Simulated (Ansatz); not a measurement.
The cell comes from COD entry 1541226, which wasn't checked; take it as a given geometry.

Hg: DFT, PBE, PAW with Ansatz's default frozen-core files, scalar-relativistic (Ansatz 0.2.0).

```yaml
crystal:
  lattice:
    - [1.7300004553, 0.9988162286, 2.234]
    - [-1.7300004553, 0.9988162286, 2.234]
    - [0.0, -1.9976324571, 2.234]
  atoms:
    - { symbol: Hg, position: [0.0, 0.0, 0.0] }
kpoints:
  mp_grid: { grid: [15, 15, 15] }
  band_path:
    path:
      - [0.0, 0.0, 0.0]
      - [0.5, 0.5, 0.5]
      - [0.7000691066, 0.2999308934, 0.5]
      - [0.5, -0.2999308934, 0.2999308934]
      - [0.5, 0.0, 0.0]
      - [0.0, 0.0, 0.0]
      - [0.3999654467, -0.3999654467, 0.0]
      - [0.6000345533, 0.0, 0.3999654467]
      - [0.5, 0.0, 0.5]
    npoints: 8
scf:
  occupations: { method: fermi_dirac, width: 0.03 }
hamiltonian:
  xc: pbe
  pseudopotentials: { kind: paw }
output:
  forces: true
  stress: true
  eigenvalues: true
  efg: { contact_densities: true }
  populations: true
  bader: true
  dos: { projected: true, de: 0.2, e_range: [-14, 8] }
```

Output:

```
Hg: output.efg is read without spin–orbit coupling, which moves field gradients at and beside such atoms by some per cent and up to a factor of two; PAW files take it under magnetization.noncollinear and magnetization.spin_orbit
Engine: ansatz 0.2.0
Pseudopotentials: kind: paw
Pseudopotential: Hg, paw, valence charge 20, recommended cutoff 420 eV (normal)
Functional definition: PBE
  parameter kappa = 0.804
  parameter beta = 0.06672455060314922
  exchange = pbe_x(kappa = kappa, mu = beta*pi^2/3)
  correlation = pbe_c(beta = beta)
Crystal: 1 atoms, lattice volume = 23.161 Å³
Basis set: ecut = 420 eV, 433 PW (Γ), exchange–correlation on 48×48×48 points (8 copies of the dense FFT grid, shifted against one another)
Bands: 14, of which v1, the nominal top of the filled ones, is band 10 counted from 1 (9 counted from 0)
Symmetry: 12 space group operations
Space group: R-3m (ITA 166), of the structure as read, at distance tolerance 2.9e-5 Å
k-points: 344 of 3375
Non-local potential: Hg, projectors of the file, l = 0: 3, l = 1: 2, l = 2: 2, l = 3: 1
PAW form: soft (Blöchl's): semilocal exchange-correlation on the pseudo side does not see the compensation charge
PAW one-centre angular grid: Hg, 590 points (default); XC on 64 Gauss nodes
Initial density: superposition of atomic densities (neutral atoms: chi_scale 0, normalization atom), corrected by the library's trained network
Initial wavefunctions: pseudopotential atomic-orbital guess
Functional: x = pbe(κ = 0.804, μ = 0.2195149727645171), c = pbe(β = 0.06672455060314922)
SCF iter   1: F=—  HF=-13813.364877 eV  |F-HF|=—  |Δ(HF+E_count)|=         —  Δρ=8.48e-4  dr2=1.12e-4  ethr=1.77e-3  ⟨swp⟩=5.3  Hψ=25136  notcnv=0
preconditioner: auto → none  [metal: Δε(μ)=0.048 eV  Ē_g=15.219 eV  σ=0.030 eV  W_gap=0.38  n_scr=6 (ndim 8)  ℏωp=26.7 eV  f_vac=0.000  D(μ)=0.28/eV (n_scr^D=0)  sad-step TF]
SCF iter   2: F=—  HF=-13813.365305 eV  |F-HF|=—  |Δ(HF+E_count)|=   4.29e-4  Δρ=5.24e-4  dr2=5.36e-5  ethr=5.60e-7  ⟨swp⟩=2.4  Hψ=10919  notcnv=0
SCF iter   3: F=—  HF=-13813.365329 eV  |F-HF|=—  |Δ(HF+E_count)|=   2.40e-5  Δρ=1.10e-4  dr2=2.02e-6  ethr=2.68e-7  ⟨swp⟩=2.0  Hψ=6860  notcnv=0
SCF iter   4: F=—  HF=-13813.365330 eV  |F-HF|=—  |Δ(HF+E_count)|=   7.92e-7  Δρ=7.66e-5  dr2=1.37e-6  ethr=1.01e-8  ⟨swp⟩=2.0  Hψ=7915  notcnv=0
SCF iter   5: F=—  HF=-13813.365330 eV  |F-HF|=—  |Δ(HF+E_count)|=   4.23e-7  Δρ=2.37e-5  dr2=1.39e-7  ethr=6.85e-9  ⟨swp⟩=2.5  Hψ=6848  notcnv=0
SCF iter   6: F=-13813.365330 eV  HF=-13813.365330 eV  |F-HF|=4.49e-9  |Δ(HF+E_count)|=   4.45e-8  Δρ=4.75e-6  dr2=5.39e-9  ethr=5.00e-10  ⟨swp⟩=4.0  Hψ=15080  notcnv=0
SCF 1 converged in 6 iterations: F = -13813.365330 eV  dr2 = 5.39e-9
  greatest PAW one-centre occupation: 1.000 electrons in one spin orbital (limit 2), on the Hg atom at site 0 (counted from 0), in its partial waves of l = 0
NSCF: frozen V_eff on 65 k-points
SCF converged after 6 iterations
Free energy (F): -13813.365330 eV
Harris-Foulkes:  -13813.365330 eV  (|F-HF|=4.49e-9)
Internal energy: -13813.364541 eV  (E = F + TS)
E sigma→0 (E₀):  -13813.364935 eV
Entropy (-TS):   -0.000788 eV (-0.788 meV/atom)
Fermi energy:    15.305417 eV
--- Per-component energies (eV) ---
  E_band       = -380.957944
  E_kinetic    = 604.976009
  E_local      = -2492.170529  (includes V_loc(G=0)·N_el)
  E_nonlocal   = 72.013696
  E_hartree    = 1069.762498
  E_xc         = -221.134513
  E_vxc        = -263.251869  (∫ρ·V_xc dr)
  E_paw        = -9944.566715  (= ΣΔE_a)
  E_vpaw       = -442.046478  (= ΣTr[D̂ρ^β])
  E_aug_tail   = 0.000919  (compensation charges beyond the density's cutoff)
  E_ewald      = -2902.245908
  E_smearing   = -0.000788  (= −TS)
  E_closure    = -0.000000  (closes the sum)
  Σ components = -13813.365330   (vs F -13813.365330, Δ=0.00e0)
--- Forces (eV/Å), atoms counted from 1 ---
  atom   1  Hg    -0.00000000     0.00000000     0.00000000
  max |Σ_I F_I| component: 6.57e-32 eV/Å
--- Stress (GPa, compression-positive) ---
        5.834486      -0.000000      -0.000000
       -0.000000       5.834486       0.000000
        0.000000       0.000000       6.203124
  P = ⅓ Tr σ = 5.9574 GPa (59.574 kbar)
--- PAW observables at the nuclei: V_zz in 10²¹ V/m², potentials from the cell's mean, atoms counted from 1 ---
  atom   1  Hg V_zz =   -11.818112   η = 0.0000   by run symmetry: allowed
            electrostatic potential = -16796.219512 V   contact ρ = 14129568.490645 e/Å³
--- Band table (eV; the first three rows and the last of 344) ---
  k-point 0: bands = ["-99.6559", "-48.0818", "-48.0727", "-48.0727", "5.9605", "7.4939", "7.4939", "8.8077", "8.9779", "8.9779", "27.0296", "27.7358", "27.7358", "32.4717"]
  k-point 1: bands = ["-99.6559", "-48.0830", "-48.0739", "-48.0727", "6.0621", "7.5012", "7.5239", "8.8098", "8.9643", "8.9730", "26.5442", "27.2947", "27.8149", "32.8987"]
  k-point 2: bands = ["-99.6557", "-48.0877", "-48.0757", "-48.0726", "6.3386", "7.5183", "7.6334", "8.8209", "8.9307", "8.9631", "24.5965", "27.4200", "28.0147", "32.9885"]
  k-point 343: bands = ["-99.6520", "-48.1568", "-48.0965", "-48.0962", "7.1948", "7.8794", "7.9201", "9.6092", "9.6633", "15.1260", "16.7298", "23.8782", "24.4724", "25.8993"]
--- Löwdin populations: 1 site ---
  site symbol       q [e]
     0     Hg     19.6690
  spilling = 0.016549 (of n_electrons = 20.000000)
--- Bader charges: 1 site ---
  site symbol  charge [e]  shift [e]
     0     Hg      0.0000     0.0000
  estimated error of the sums over rays = 1.1e-6 e
```

populations.tsv:

```
# site	symbol	l	j	q
# orbitals = lowdin
# n_electrons = 20.000000
# spilling = 0.016549
0	Hg	0_5S	-	1.999033
0	Hg	0_6S	-	1.705867
0	Hg	1_5P	-	5.999690
0	Hg	2_5D	-	9.964430
```

bader_charges.tsv:

```
# site	symbol	x_ang	y_ang	z_ang	partial_charge_e	electrons	volume_ang3	relative_density_drop	shared_charge_e	partial_wave_shift_e
# quadrature_error_electrons = 1.1e-6
0	Hg	0.0000	0.0000	0.0000	0.00000	80.00000	23.16	-	0.00000	0.00000
```
